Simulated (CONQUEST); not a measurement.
Hf:

```
Hf
1.0
     3.61000    0.00000    0.00000
     0.00000    3.61000    0.00000
     0.00000    0.00000    3.61000
Hf
2
Cartesian
  0.0000 0.0000 0.0000
  1.8050 1.8050 1.8050
```

This isn't the form of Hf at room conditions, which is hcp.

- Program: CONQUEST 1.3
- Task: single point
- Functional: PBE
- Potentials or basis: PseudoDojo NC PBE, DZP, grid cutoff 120 Ha
- k mesh: 7 × 7 × 7
- Occupations: fermi-dirac, width 0.05 eV
- Spin: no spin polarisation

On this cell: pressure -4.9 GPa; largest force zero by symmetry; band gap on the k mesh none (metal or under the smearing width).

The same run follows on a disturbed copy (atoms of the box moved at random, drawn with an rms of 0.05 Å):

```xyz
2
Lattice="3.6100 0.0000 0.0000 0.0000 3.6100 0.0000 0.0000 0.0000 3.6100" Properties=species:S:1:pos:R:3 pbc="T T T"
Hf    0.0300   -0.0023   -0.0001
Hf    1.8223    1.8537    1.8276
```

Q: What does the disturbed cell give?

A: The energy (extrapolated to zero smearing) moves by +2.8 meV/atom; pressure -4.7 GPa; largest force 0.224 eV/Å; band gap on the k mesh none (metal or under the smearing width).

Forces in eV/Å, atoms in the order of the input:
```
Hf  -0.049  0.199  0.092
Hf   0.057 -0.198 -0.088
```

Stress tensor (GPa, compression positive):
```
-4.62 -0.07 -0.04
-0.07 -4.83  0.13
-0.04  0.13 -4.75
```

Caveats: the basis of atomic orbitals isn't converged, which shifts pressures, moduli and gaps; the box holds several primitive cells, so bands are folded and the points are those of the box's own zone (some runs).
